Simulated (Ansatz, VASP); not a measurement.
Ni: VASP beside Ansatz

INCAR

```
PREC     = Accurate       # precision mode
ENCUT    = 520            # plane-wave cutoff, eV
EDIFF    = 1E-6           # SCF threshold, eV
ISMEAR   = -1             # smearing method
SIGMA    = 0.1            # smearing width, eV
LREAL    = False          # projectors in reciprocal space
LASPH    = True           # aspherical terms in the spheres
NELM     = 150            # most SCF steps
ALGO     = Normal         # electronic algorithm
ISIF     = 2              # what is computed and relaxed
LWAVE    = False          # write WAVECAR
LCHARG   = False          # write CHGCAR
ISPIN    = 2              # spin polarisation
MAGMOM   = 1              # initial moments
LORBIT   = 11             # projections on sites
LMAXMIX  = 4              # l up to which the mixer works
NBANDS   = 15             # bands
```

Contents of KPOINTS:

```
Automatic mesh
0
Gamma
  22 22 22
```

File POSCAR:

```
Ni
1.0
   -1.1350137379      1.1350137379      1.1350137379
    1.1350137379     -1.1350137379      1.1350137379
    1.1350137379      1.1350137379     -1.1350137379
Ni
1
Direct
    0.0000000000      0.0000000000      0.0000000000
```

Input for Ansatz:

```yaml
crystal:
  lattice:
    - [-1.1350137379, 1.1350137379, 1.1350137379]
    - [1.1350137379, -1.1350137379, 1.1350137379]
    - [1.1350137379, 1.1350137379, -1.1350137379]
  atoms:
    - { symbol: Ni, position: [0.0, 0.0, 0.0], spin: 1.0 }
magnetization:
  spin_polarized: true
kpoints:
  mp_grid: { grid: [22, 22, 22] }
scf:
  occupations: { method: fermi_dirac, width: 0.1 }
hamiltonian:
  xc: lda
  pseudopotentials: { kind: paw }
output:
  forces: true
  stress: true
  eigenvalues: true
  populations: true
  write_density: true
  write_potential: true
  elf: true
  volumetric_format: npy
```

Change from the starting cell: volume scaled by 0.58, PAW files.

Alike in both runs: task single point; functional LDA; k mesh 22 × 22 × 22; occupations fermi-dirac, width 0.1 eV; collinear spin.

```csv
,VASP,Ansatz
version,VASP 6.6.1,Ansatz 0.2.0
potentials or method,"VASP PAW LDA potentials, release 64 (Ni)","PAW with Ansatz's default frozen-core files, scalar-relativistic"
plane-wave cutoff (eV),520,420
valence electrons in the cell,10,18
```

Ansatz gave:

| Property | Result |
| --- | --- |
| pressure (GPa) | 490.2 |
| net moment per atom (μB) | 0.00 |

**Question.** What did VASP give for the same quantities?

**Answer.** Pressure (GPa): 492.0; net moment per atom (μB): 0.00.

The two sets of potentials don't hold the same shells in valence. Ansatz warned: «seeded_moment_not_kept».

Caveats: the cell as given lies far from equilibrium; so large a pressure means that the cell lies far from this level's equilibrium, or that cutoff or potentials fall short (VASP).
